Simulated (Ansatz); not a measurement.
Input and output for diamond C (100), 6 layers: DFT, PBEsol, PAW with Ansatz's default frozen-core files, scalar-relativistic (Ansatz 0.2.0). This run: vacuum of 9 Å.

The slab is cut from a bulk crystal relaxed on PAW files (its atoms may have been relaxed since), whose type needn't be the stable one.

Command: `ansatz run input.yaml --threads 2 --pin off --max-ram 4096MiB --backend cpu --events-out ev --progress --plain --runs-dir out` It took 2.1 s on 2 threads of Intel(R) Xeon(R) 6975P-C (Granite Rapids), with other jobs on the host, peak memory 0.42 GiB.

```yaml
crystal:
  lattice:
    - [2.512924167, 0.0, 0.0]
    - [0.0, 2.512924167, 0.0]
    - [0.0, 0.0, 13.2833]
  atoms:
    - { symbol: C, position: [0.75, 0.0, 0.3387715126] }
    - { symbol: C, position: [0.25, 0.0, 0.39707749] }
    - { symbol: C, position: [0.25, 0.5, 0.4677131845] }
    - { symbol: C, position: [0.75, 0.5, 0.5322868168] }
    - { symbol: C, position: [0.75, 0.0, 0.6029225097] }
    - { symbol: C, position: [0.25, 0.0, 0.6612284874] }
kpoints:
  mp_grid: { grid: [12, 12, 1] }
scf:
  occupations: { method: fermi_dirac, width: 0.02 }
hamiltonian:
  xc: pbesol
  pseudopotentials: { kind: paw }
output:
  forces: true
  stress: true
  eigenvalues: true
efield:
  axis: 3
  amplitude: 0
  dipole_correction: true
```

Output:

```
Engine: ansatz 0.2.0
Pseudopotentials: kind: paw
Pseudopotential: C, paw, valence charge 4, recommended cutoff 420 eV (normal), C.paw.azcp
Functional definition: PBEsol
  exchange = pbesol_x
  correlation = pbesol_c
Crystal: 6 atoms, lattice volume = 83.881 Å³
Basis set: ecut = 420 eV, 1629 PW (Γ), exchange–correlation on 36×36×180 points (8 copies of the dense FFT grid, shifted against one another)
Bands: 18, of which v1, the nominal top of the filled ones, is band 12 counted from 1 (11 counted from 0)
Symmetry: 4 space group operations
k-points: 49 of 144
Non-local potential: C, projectors of the file, l = 0: 2, l = 1: 2, l = 2: 1
PAW form: soft (Blöchl's): semilocal exchange-correlation on the pseudo side does not see the compensation charge
PAW frozen core: C, regenerated for the run's functional, and the local potential with it (the file was generated under x = pbe(κ = 0.804, μ = 0.2195149727645171), c = pbe(β = 0.06672455060314922))
PAW one-centre angular grid: C, 110 points (default); XC on 64 Gauss nodes
Initial density: superposition of atomic densities (neutral atoms: chi_scale 0, normalization atom), corrected by the library's trained network
Initial wavefunctions: pseudopotential atomic-orbital guess
Functional: x = pbesol(κ = 0.804, μ = 0.12345679012345678), c = pbesol(β = 0.046)
SCF iter   1: F=—  HF=-1473.080063 eV  |F-HF|=—  |Δ(HF+E_count)|=         —  Δρ=1.15e-2  dr2=2.41e-1  ethr=1.77e-3  p=-0.000 e·Å  D=-6.76e-10 V/Å  ΔV_dip=0.00 eV  dr2_dipole=3.82e-7  V_vac-E_F(+/−)=6.95/6.95 eV  ⟨swp⟩=8.9  Hψ=6274  notcnv=0
efield: sawtooth ramp at fractional position 0.9500 (placed from the atoms, in the widest stretch of the axis that holds none; the zero of the levels goes with the place), width 0.1000; the density the first Hamiltonian is built on has a dipole p = -0.000 e·Å; the dipole correction subtracts the counter field D = -6.76e-10 V/Å, which shifts the + side's vacuum level by +0.00 eV against the − side's; the planar-averaged density in the ramp window peaks in size at 5.6e-4 e/Å³
preconditioner: auto → LDOS  [metal: Δε(μ)=0.015 eV  Ē_g=14.288 eV  σ=0.020 eV  W_gap=0.18  n_scr=8 (ndim 8)  ℏωp=19.9 eV  f_vac=0.450  D(μ)=3.49/eV (n_scr^D=30)  β→1.0]
SCF iter   2: F=—  HF=-1473.050867 eV  |F-HF|=—  |Δ(HF+E_count)|=   2.92e-2  Δρ=4.41e-3  dr2=6.91e-2  ethr=1.00e-3  p=0.000 e·Å  D=2.41e-5 V/Å  ΔV_dip=-0.00 eV  dr2_dipole=2.03e-7  V_vac-E_F(+/−)=6.99/6.99 eV  ⟨swp⟩=2.3  Hψ=1485  notcnv=0  defer=64
SCF iter   3: F=—  HF=-1473.042360 eV  |F-HF|=—  |Δ(HF+E_count)|=   8.51e-3  Δρ=1.71e-3  dr2=9.46e-3  ethr=2.88e-4  p=0.000 e·Å  D=1.26e-5 V/Å  ΔV_dip=-0.00 eV  dr2_dipole=9.44e-9  V_vac-E_F(+/−)=7.08/7.08 eV  ⟨swp⟩=2.7  Hψ=1306  notcnv=0  defer=64
SCF iter   4: F=—  HF=-1473.041103 eV  |F-HF|=—  |Δ(HF+E_count)|=   1.26e-3  Δρ=6.83e-4  dr2=5.49e-4  ethr=3.94e-5  p=0.000 e·Å  D=4.97e-6 V/Å  ΔV_dip=-0.00 eV  dr2_dipole=1.33e-9  V_vac-E_F(+/−)=7.17/7.17 eV  ⟨swp⟩=3.2  Hψ=1380  notcnv=0  defer=64
SCF iter   5: F=—  HF=-1473.041025 eV  |F-HF|=—  |Δ(HF+E_count)|=   7.79e-5  Δρ=1.61e-4  dr2=3.66e-5  ethr=2.29e-6  p=0.000 e·Å  D=2.15e-6 V/Å  ΔV_dip=-0.00 eV  dr2_dipole=5.14e-11  V_vac-E_F(+/−)=7.19/7.19 eV  ⟨swp⟩=2.4  Hψ=1547  notcnv=0  defer=63
SCF iter   6: F=—  HF=-1473.041023 eV  |F-HF|=—  |Δ(HF+E_count)|=   1.37e-6  Δρ=5.70e-5  dr2=2.20e-6  ethr=1.53e-7  p=0.000 e·Å  D=3.01e-7 V/Å  ΔV_dip=-0.00 eV  dr2_dipole=3.61e-11  V_vac-E_F(+/−)=7.20/7.20 eV  ⟨swp⟩=2.4  Hψ=1623  notcnv=0  defer=63
SCF iter   7: F=—  HF=-1473.041023 eV  |F-HF|=—  |Δ(HF+E_count)|=   2.83e-7  Δρ=1.79e-5  dr2=3.98e-7  ethr=9.19e-9  p=0.000 e·Å  D=8.19e-8 V/Å  ΔV_dip=-0.00 eV  dr2_dipole=3.11e-12  V_vac-E_F(+/−)=7.20/7.20 eV  ⟨swp⟩=2.5  Hψ=1397  notcnv=0  defer=63
SCF iter   8: F=-1473.041023 eV  HF=-1473.041023 eV  |F-HF|=1.18e-8  |Δ(HF+E_count)|=   7.95e-8  Δρ=3.49e-6  dr2=1.17e-8  ethr=4.17e-10  p=-0.000 e·Å  D=-4.85e-8 V/Å  ΔV_dip=0.00 eV  dr2_dipole=5.62e-13  V_vac-E_F(+/−)=7.20/7.20 eV  ⟨swp⟩=12.5  Hψ=5107  notcnv=0
WARN: efield: at this solve's end the planar-averaged density reaches 2.48e-4 e/Å³ inside the ramp window [0.8747, 0.1253] (bound 1e-5 e/Å³); the window's nearer edge stands 2.84 Å from this solve's nearest atom along the axis. Its work functions, free energy, forces, stress, dipole, levels and responses can be off, and this figure does not tell by how much. The cell may have no vacuum along `efield.axis`. A short vacuum, a low `basis.ecutwfc` or `basis.ecutrho_ratio` and negative occupations (`scf.occupations.method`) can put density there. See the manual's quickstart, § The vacuum guard
SCF 1 converged in 8 iterations: F = -1473.041023 eV  dr2 = 1.17e-8
  greatest PAW one-centre occupation: 0.663 electrons in one spin orbital (limit 2), on the C atom at site 5 (counted from 0), in its partial waves of l = 0
SCF converged after 8 iterations
Free energy (F): -1473.041023 eV
Harris-Foulkes:  -1473.041023 eV  (|F-HF|=1.18e-8)
Internal energy: -1473.038119 eV  (E = F + TS)
E sigma→0 (E₀):  -1473.039571 eV
Entropy (-TS):   -0.002904 eV (-0.484 meV/atom)
Fermi energy:    1.169041 eV
Dipole field:    D = -0.000002 V/Å  (p = -0.000001 e·Å, saw-weighted, corrected)
Work function:   Φ+ = 7.2039 eV (in doubt: plateau slope 2.4e-2 eV/Å)   Φ− = 7.2049 eV (in doubt: plateau slope 1.5e-2 eV/Å)
Levels:          The Fermi level and band energies are counted from a zero that moves with the ramp; work functions are not
Vacuum region:   at the solve's end the planar-averaged density reaches 2.48e-4 e/Å³ inside the ramp window [0.8747, 0.1253] (bound 1e-5 e/Å³)
--- Per-component energies (eV) ---
  E_band       = -172.306534
  E_kinetic    = 533.728075
  E_local      = -6920.057365  (includes V_loc(G=0)·N_el)
  E_nonlocal   = 161.627277
  E_hartree    = 3221.658974
  E_xc         = -283.437956
  E_vxc        = -352.329122  (∫ρ·V_xc dr)
  E_paw        = -570.394759  (= ΣΔE_a)
  E_vpaw       = -38.600382  (= ΣTr[D̂ρ^β])
  E_aug_tail   = 0.000044  (compensation charges beyond the density's cutoff)
  E_efield     = 0.000000  (sawtooth field / dipole correction)
  E_vefield    = 0.000000  (∫n·V_field dr)
  E_ewald      = 2383.710988
  E_core_change = 0.126603  (= ΣΔE_core)
  E_smearing   = -0.002904  (= −TS)
  E_closure    = -0.000000  (closes the sum)
  Σ components = -1473.041023   (vs F -1473.041023, Δ=0.00e0)
--- Forces (eV/Å), atoms counted from 1 ---
  atom   1  C      0.00000000     0.00000000    -0.00079623
  atom   2  C      0.00000000     0.00000000    -0.00008205
  atom   3  C      0.00000000     0.00000000     0.00023243
  atom   4  C      0.00000000     0.00000000    -0.00023553
  atom   5  C      0.00000000     0.00000000     0.00008479
  atom   6  C      0.00000000     0.00000000     0.00079589
  max |Σ_I F_I| component: 6.99e-7 eV/Å
--- Stress (GPa, compression-positive) ---
       -1.395163       0.000000       0.000000
        0.000000     -12.590453       0.000000
        0.000000       0.000000       0.014967
  P = ⅓ Tr σ = -4.6569 GPa (-46.569 kbar)
--- Band table (eV; the first three rows and the last of 49) ---
  k-point 0: bands = ["-19.8946", "-17.3242", "-13.3497", "-8.3985", "-5.1263", "-4.4297", "-3.7731", "-3.3651", "-1.9208", "-0.8648", "0.3786", "1.5637", "3.5291", "5.6296", "5.8148", "6.1233", "7.1630", "7.9335"]
  k-point 1: bands = ["-19.7668", "-17.2047", "-13.2717", "-8.3353", "-5.2874", "-5.0322", "-3.5534", "-3.3086", "-2.7021", "-0.8871", "0.6229", "1.1386", "3.5710", "5.3194", "6.1194", "6.4843", "7.6347", "8.1063"]
  k-point 2: bands = ["-19.3850", "-16.8501", "-13.0702", "-8.2010", "-6.8809", "-4.7568", "-4.2381", "-3.5070", "-3.1508", "-0.9675", "0.2777", "0.9886", "3.5682", "4.0893", "6.6552", "7.7493", "8.5902", "8.6555"]
  k-point 48: bands = ["-11.5253", "-11.5253", "-11.4420", "-11.4420", "-10.1117", "-10.1117", "-6.6156", "-6.6156", "-5.8875", "-5.8875", "-0.7629", "-0.7629", "0.9777", "0.9777", "8.3518", "8.3518", "8.5155", "8.5155"]
```

Next run (core holes in 1s of C), as changes to the input before:

```diff
-    - [0.0, 0.0, 13.2833]
+    - [0.0, 0.0, 20.4423]
   atoms:
-    - { symbol: C, position: [0.75, 0.0, 0.3387715126] }
-    - { symbol: C, position: [0.25, 0.0, 0.39707749] }
-    - { symbol: C, position: [0.25, 0.5, 0.4677131845] }
-    - { symbol: C, position: [0.75, 0.5, 0.5322868168] }
-    - { symbol: C, position: [0.75, 0.0, 0.6029225097] }
-    - { symbol: C, position: [0.25, 0.0, 0.6612284874] }
+    - { symbol: C, position: [0.75, 0.0, 0.3952345691] }
+    - { symbol: C, position: [0.25, 0.0, 0.4331214893] }
+    - { symbol: C, position: [0.25, 0.5, 0.4790201954] }
+    - { symbol: C, position: [0.75, 0.5, 0.5209798052] }
+    - { symbol: C, position: [0.75, 0.0, 0.5668785103] }
+    - { symbol: C, position: [0.25, 0.0, 0.6047654307] }
 kpoints:
   eigenvalues: true
-efield:
-  axis: 3
-  amplitude: 0
-  dipole_correction: true
+  core_levels:
+    shells: { C: ["1s"] }
+    counted_from: conduction_bottom
+    add_spin: false
+  write_density: true
+  write_potential: true
+  elf: true
+  volumetric_format: npy
```

Results part of the output:

```
SCF 1 converged in 8 iterations: F = -1473.041101 eV  dr2 = 9.93e-9
  greatest PAW one-centre occupation: 0.663 electrons in one spin orbital (limit 2), on the C atom at site 5 (counted from 0), in its partial waves of l = 0
WARN: The output density's exchange-correlation potential varies sharply where the density is thin. Do not read a vacuum level from v_tot or v_xc, or from such a field of the output density. On a cell that repeats whose density bears no net charge and no dipole along the vacuum's axis use v_es (v_loc + v_h of the components); under efield.dipole_correction with no amplitude use v_es + v_field, which holds any external_charges[].barrier, or the levels of the report's work_function block, which leave it out; under a non-zero efield.amplitude the vacuum is tilted and has no level; on a cell that repeats and bears such a dipole with no correction it is tilted too, and efield.dipole_correction with no amplitude gives each side of its ramp a level where efield: is served; in a cell that repeats whose density bears a net charge (total_charge, or a fill off its count) it is curved and has none; of a slab under crystal.periodic whose density bears no net charge use v_es, which has a level on each side, short of where the two are joined; of another it falls or rises all the way out and has none; of a slab beside external_charges read slab_vacuum_level instead, which it has where they leave it neutral. The grid or the basis barely resolves most such structure, and the values can differ between equally converged runs; as a rule a tighter scf.convergence.dr2_threshold does not remove it. Where the density itself ripples (under the LDA too) a higher basis.ecutwfc lessens it. The files hold the spikes' plane waves up to the density's cutoff. Files: v_tot_of_output_density and the like, and their columns of v_z.tsv (output.write_potential); v_xc_of_output_density and the like, and their columns of v_comp_z.tsv (output.write_potential_components). Measured: with its Gaussian average of σ = 0.25 Å subtracted twice, the exchange-correlation potential is over 0.1 eV at 60 of the grid points where the equally averaged density (valence and model cores) is under 1e-3 e/Å³, and 0.198 eV at the most among them, at an averaged density of 4.4e-7 e/Å³. The input density's (outcome.potential() and, of a run that writes arrays, v_tot and v_xc) is over 0.1 eV, so measured, at 48 points of its own thin density, 0.119 eV at the most. See output.write_potential in the manual, Limitations
── core hole 1/3: 1s of C 0 ──
── 1s of C 0: 280.485 eV over the cell without the hole, in 9 iterations ──
── core hole 2/3: 1s of C 1 ──
── 1s of C 1: 282.851 eV over the cell without the hole, in 11 iterations ──
── core hole 3/3: 1s of C 2 ──
── 1s of C 2: 283.000 eV over the cell without the hole, in 10 iterations ──
[... lines left out ...]
  k-point 2: bands = ["-22.3187", "-19.7837", "-16.0038", "-11.1346", "-9.8146", "-7.6904", "-7.1717", "-6.4405", "-6.0843", "-3.9010", "-2.6556", "-1.9451", "0.6352", "1.1559", "3.7196", "4.8507", "5.5702", "5.8405"]
  k-point 48: bands = ["-14.4591", "-14.4591", "-14.3757", "-14.3757", "-13.0453", "-13.0453", "-9.5495", "-9.5495", "-8.8214", "-8.8214", "-3.6967", "-3.6967", "-1.9561", "-1.9561", "5.4180", "5.4180", "5.5817", "5.5817"]
--- Core levels from the conduction bottom, as differences alone (as output.core_levels.counted_from types it; a hole's nearest image at 2.5 Å) ---
  the holes have no spin, as output.core_levels.add_spin types it
  atom         alike  shell      binding/eV   shift/eV difference/eV images/eV   SCF
  C 0              2     1s               –     +0.000       280.485         –     9
  C 1              2     1s               –     +2.366       282.851         –    11
  C 2              2     1s               –     +2.515       283.000         –    10
  the dataset of C with a 1s hole: scattering error 0.003 eV (0.001 eV in the local channel); free atom: scalar-relativistic, large and small components
```

The PAW files were made under PBE. Real surfaces of this kind reconstruct, which a 1×1 cell forbids. The program warned of electron density in the middle of the vacuum in some runs, so work functions there carry some error.
